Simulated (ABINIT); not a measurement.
# Ti (Fm-3m) in ABINIT: notebook, part 2 of 2

ABINIT 10.8.3 (patched build).

## 3. Density of states, revPBE+D3(BJ)

run.abi

```
# Datasets: ground state, then fixed potential
ndtset 2

# Pseudopotentials
pp_dirpath "./"
pseudos "Ti_ONCV_PBE-1.2.upf"

# Structure
structure "poscar:POSCAR"
natom 1

# Plane-wave basis
ecut 1034.032677 eV

# Exchange and correlation
ixc 14
vdw_xc 7

# Bands and occupations
occopt 3
tsmear 0.1 eV

# SCF cycle
nstep 100

# Output
iomode 3
prtwf 0
prteig 0
prtebands 0
enunit 1
prtden1 1

# Dataset 1
kptopt1 1
ngkpt1 11 11 11
nshiftk1 1
shiftk1 0.0 0.0 0.0
nband1 10
tolvrs1 1.0e-10

# Dataset 2: density of states
iscf2 -3
getden2 1
nband2 12
nbdbuf2 2
tolwfr2 1.0e-10
kptopt2 1
ngkpt2 15 15 15
nshiftk2 1
shiftk2 0.0 0.0 0.0
prtdos2 2
dosdeltae2 0.02 eV
```

POSCAR

```
Ti
1.0
    0.0000000000      2.0300000000      2.0300000000
    2.0300000000      0.0000000000      2.0300000000
    2.0300000000      2.0300000000      0.0000000000
Ti
1
Direct
    0.0000000000      0.0000000000      0.0000000000  Ti
```

Potentials or basis: SG15 NC PBE v1.2.

Command:

```console
abinit run.abi > log 2>&1
```

run.abo:

```text
.Version 10.8.3 of ABINIT
 DATASET    1 : space group Fm -3 m (#225); Bravais cF (face-center cubic)
================================================================================
 Values of the parameters that define the memory need for DATASET  1.
     intxc =       0    ionmov =       0      iscf =       7    lmnmax =       6
     lnmax =       6     mgfft =      32  mpssoang =       3    mqgrid =    3001
     natom =       1  nloc_mem =       1    nspden =       1   nspinor =       1
    nsppol =       1      nsym =      48    n1xccc =       0    ntypat =       1
    occopt =       3   xclevel =       2
       mpw =        1295          nfft =       32768          nkpt =          56
================================================================================
================================================================================

 DATASET    2 : space group Fm -3 m (#225); Bravais cF (face-center cubic)
================================================================================
 Values of the parameters that define the memory need for DATASET  2.
     intxc =       0    ionmov =       0      iscf =      -3    lmnmax =       6
     lnmax =       6     mgfft =      32  mpssoang =       3    mqgrid =    3001
     natom =       1  nloc_mem =       1    nspden =       1   nspinor =       1
    nsppol =       1      nsym =      48    n1xccc =       0    ntypat =       1
    occopt =       3   xclevel =       2
       mpw =        1295          nfft =       32768          nkpt =         120
================================================================================
================================================================================

--------------------------------------------------------------------------------
------------- Echo of variables that govern the present computation ------------
--------------------------------------------------------------------------------
 -outvars: echo values of preprocessed input variables --------
            acell      1.0000000000E+00  1.0000000000E+00  1.0000000000E+00 Bohr
              amu      4.78800000E+01
        dosdeltae1     0.00000000E+00 Hartree
        dosdeltae2     7.34986444E-04 Hartree
             ecut      3.80000000E+01 Hartree
           enunit           1
           getden1          0
           getden2          1
             iscf1          7
             iscf2         -3
                       outvar_i_n : Printing only first  50 k-points.
              ixc          14
           jdtset        1    2
                       outvar_i_n : Printing only first  50 k-points.
         kptrlatt1      11    0    0      0   11    0      0    0   11
         kptrlatt2      15    0    0      0   15    0      0    0   15
          kptrlen1     5.96763961E+01
          kptrlen2     8.13769038E+01
            natom           1
            nband1         10
            nband2         12
           nbdbuf1          0
           nbdbuf2          2
           ndtset           2
            ngfft          32      32      32
             nkpt1         56
             nkpt2        120
            nstep         100
             nsym          48
           ntypat           1
                       prtocc : prtvol=0, do not print more k-points.
                       prtocc : prtvol=0, do not print more k-points.
           occopt           3
           prtdos1          0
           prtdos2          2
        prtebands           0
           prteig           0
            prtwf           0
            rprim      0.0000000000E+00  3.8361440356E+00  3.8361440356E+00
                       3.8361440356E+00  0.0000000000E+00  3.8361440356E+00
                       3.8361440356E+00  3.8361440356E+00  0.0000000000E+00
          spgroup         225
           tolvrs1     1.00000000E-10
           tolvrs2     0.00000000E+00
           tolwfr1     0.00000000E+00
           tolwfr2     1.00000000E-10
           tsmear      3.67493222E-03 Hartree
            typat      1
[... 162 lines left out ...]
meta: {optdriver: 0, ionmov: 0, optcell: 0, iscf: -3, paral_kgb: 0, }
...

 mkfilename : getden/=0, take file _DEN from output of DATASET   1.

 Exchange-correlation functional for the present dataset will be:
  GGA: revPBE functional - ixc=14
  Zhang and Yang, PRL 80, 890 (1998)

 Real(R)+Recip(G) space primitive vectors, cartesian coordinates (Bohr,Bohr^-1):
 R(1)=  0.0000000  3.8361440  3.8361440  G(1)= -0.1303392  0.1303392  0.1303392
 R(2)=  3.8361440  0.0000000  3.8361440  G(2)=  0.1303392 -0.1303392  0.1303392
 R(3)=  3.8361440  3.8361440  0.0000000  G(3)=  0.1303392  0.1303392 -0.1303392
 Unit cell volume ucvol=  1.1290540E+02 bohr^3
 Angles (23,13,12)=  6.00000000E+01  6.00000000E+01  6.00000000E+01 degrees

 getcut: wavevector=  0.0000  0.0000  0.0000  ngfft=  32  32  32
         ecut(hartree)=     38.000   => boxcut(ratio)=   2.12561
--------------------------------------------------------------------------------

================================================================================

--- !BeginCycle
iteration_state: {dtset: 2, }
solver: {iscf: -3, nstep: 100, nline: 4, wfoptalg: 0, }
tolerances: {tolwfr: 1.00E-10, }
...

     iter   Etot(hartree)      deltaE(h)  residm     vres2
 Non-SCF case, kpt    1 (  0.00000  0.00000  0.00000), residuals and eigenvalues=
  9.24E-11  5.30E-11  2.06E-11  8.39E-11  6.59E-11  1.14E-11  3.87E-11  2.23E-11
  4.34E-11  9.40E-11  1.43E-11  1.29E-09
 -1.7616E+00 -8.7354E-01 -8.7354E-01 -8.7354E-01  9.4460E-02  3.5368E-01
  3.5368E-01  3.5368E-01  4.1676E-01  4.1676E-01  8.9170E-01  1.0637E+00
 prteigrs : prtvol=0 or 1, do not print more k-points.

--- !ResultsGS
iteration_state: {dtset: 2, }
comment   : Summary of ground state results
lattice_vectors:
- [  0.0000000,   3.8361440,   3.8361440, ]
- [  3.8361440,   0.0000000,   3.8361440, ]
- [  3.8361440,   3.8361440,   0.0000000, ]
lattice_lengths: [   5.42513,    5.42513,    5.42513, ]
lattice_angles: [ 60.000,  60.000,  60.000, ] # degrees, (23, 13, 12)
lattice_volume:   1.1290540E+02
convergence: {deltae:  0.000E+00, res2:  0.000E+00, residm:  9.993E-11, diffor:  0.000E+00, }
etotal    :  -5.77511124E+01
entropy   :   0.00000000E+00
fermie    :   3.20388141E-01
cartesian_stress_tensor: null
pressure_GPa: null
xred      :
- [  0.0000E+00,   0.0000E+00,   0.0000E+00, Ti]
cartesian_forces: null
force_length_stats: {min: null, max: null, mean: null, }
...

 Integrated electronic density in atomic spheres:
 ------------------------------------------------
 Atom  Sphere_radius  Integrated_density
    1        2.00000          9.56218552
================================================================================

 ----iterations are completed or convergence reached----

 Mean square residual over all n,k,spin=   47.233E-12; max=  99.932E-12
 reduced coordinates (array xred) for    1 atoms
       0.000000000000      0.000000000000      0.000000000000

 cartesian coordinates (angstrom) at end:
    1      0.00000000000000     0.00000000000000     0.00000000000000
 length scales=  1.000000000000  1.000000000000  1.000000000000 bohr
              =  0.529177210544  0.529177210544  0.529177210544 angstroms
 Eigenvalues (   eV  ) for nkpt= 120  k points:
 kpt#   1, nband= 12, wtk=  0.00030, kpt=  0.0000  0.0000  0.0000 (reduced coord)
 -47.93561  -23.77032  -23.77032  -23.77032    2.57038    9.62423    9.62423    9.62423
  11.34053   11.34053   24.26436   28.94491
 prteigrs : prtvol=0 or 1, do not print more k-points.

--- !EnergyTerms
iteration_state     : {dtset: 2, }
comment             : Components of total free energy in Hartree
kinetic             :  2.19812252681218E+01
hartree             :  1.14282423285288E+01
xc                  : -7.19353564018951E+00
Ewald energy        : -4.30262871093138E+01
psp_core            :  2.37472584365301E+00
local_psp           : -3.77229249269034E+01
non_local_psp       : -5.54995098272367E+00
VdWaals_dft_d       : -4.27826977674125E-02
internal            : -5.77512879165941E+01
'-kT*entropy'       : -1.97638200199301E-03
total_energy        : -5.77532642985961E+01
...

--- !EnergyTermsDC
iteration_state     : {dtset: 2, }
comment             : '"Double-counting" decomposition of free energy'
band_energy         : -7.77863248898650E+00
Ewald energy        : -4.30262871093138E+01
psp_core            :  2.37472584365301E+00
xc_dc               : -9.27612026179406E+00
VdWaals_dft_d       : -4.27826977674125E-02
internal            : -5.77490967142087E+01
'-kT*entropy'       : -1.97638200199301E-03
total_energy_dc     : -5.77510730962107E+01
...

== END DATASET(S) ==============================================================
================================================================================

 -outvars: echo values of variables after computation  --------
            acell      1.0000000000E+00  1.0000000000E+00  1.0000000000E+00 Bohr
           etotal1    -5.7751112353E+01
           etotal2    -5.7751112353E+01
            fcart1    -0.0000000000E+00 -0.0000000000E+00 -0.0000000000E+00
            rprim      0.0000000000E+00  3.8361440356E+00  3.8361440356E+00
                       3.8361440356E+00  0.0000000000E+00  3.8361440356E+00
                       3.8361440356E+00  3.8361440356E+00  0.0000000000E+00
           strten1     1.5390535065E-04  1.5390535065E-04  1.5390535065E-04
                       0.0000000000E+00  0.0000000000E+00  0.0000000000E+00
 Calculation completed.
```

Wall time 32 s (1 thread of Arm Neoverse V2, shared host); peak memory 0.09 GiB.

What came out:

* Free energy: -1571.4878 eV
* Pressure: -4.5 GPa
* Band gap on the k mesh: none (metal or under the smearing width)
* Valence electrons inside the program's atomic spheres: Ti 9.56 (radii [1.0584] Å)

Levels at points of the mesh, in eV from the Fermi level:
```csv
k point,band 4,band 5,band 6,band 7,band 8,band 9
"(0.00, 0.00, 0.00)",-32.49,-6.15,0.91,0.91,0.91,2.62
```

States per cell in windows of 1 eV (zero at the Fermi level; states under -8 eV left out):
| from (eV) | total |
| --- | --- |
| -8.0 | 0.00 |
| -7.0 | 0.00 |
| -6.0 | 0.06 |
| -5.0 | 0.14 |
| -4.0 | 0.25 |
| -3.0 | 0.80 |
| -2.0 | 1.20 |
| -1.0 | 1.43 |
| 0.0 | 1.69 |
| 1.0 | 1.48 |
| 2.0 | 1.55 |
| 3.0 | 2.02 |
| 4.0 | 0.53 |
| 5.0 | 0.42 |
| 6.0 | 0.30 |
| 7.0 | 0.13 |

Caveat: the potentials were made for another functional, which shifts forces and pressure; pairwise dispersion overbinds metals, which lowers pressure and volume.

## 4. For comparison

An earlier run on the cell as given: functional PBE; potentials or basis JTH PAW PBE v2.0; cutoff 408 eV; k mesh 11 × 11 × 11; occupations fermi-dirac, width 0.05 eV; no spin polarisation.

* Pressure: 4.4 GPa
* Band gap on the k mesh: none (metal or under the smearing width)
* Valence electrons inside the program's atomic spheres: Ti 10.20 (radii [1.2214] Å)

## 5. Summary

| task | level | potentials or basis | U | cell | cutoff (eV) | smearing | start of the occupation matrix | double counting (usepawu) | occupation projector (dmatpuopt) | SCF steps with the typed occupation matrix (usedmatpu) | most SCF steps | other keys | gap on the mesh (eV) | pressure (GPa) |
| --- | --- | --- | --- | --- | --- | --- | --- | --- | --- | --- | --- | --- | --- | --- |
| real-space fields | PBEsol+U | JTH PAW PBE v2.0 | Ti d U = 4.5 eV, J = 0.9 eV | cell strained at random at fixed volume | 408 | gaussian 0.0272 eV | random | 1 | 1 | 30 | 150 | width = 0.0272 | none | 7.2 |
| density of states | revPBE+D3(BJ) | SG15 NC PBE v1.2 | - | as given | 1034 | fermi-dirac 0.1 eV | - | - | - | - | - | - | none | -4.5 |
| single point | PBE | JTH PAW PBE v2.0 | - | as given | 408 | fermi-dirac 0.05 eV | - | - | - | - | - | - | none | 4.4 |

Alike in all rows: no spin polarisation; k mesh 11 × 11 × 11.

Caveats: the PAW data sets were made with another functional, which shifts forces and pressure a little (some runs); U without spin polarisation on a metal has little footing (some runs); the U is typed as a test and isn't derived for this compound (some runs); the potentials were made for another functional, which shifts forces and pressure (some runs); pairwise dispersion overbinds metals, which lowers pressure and volume (some runs).

Total energies depend on the potentials used, so only differences within one code and one set of settings carry meaning.
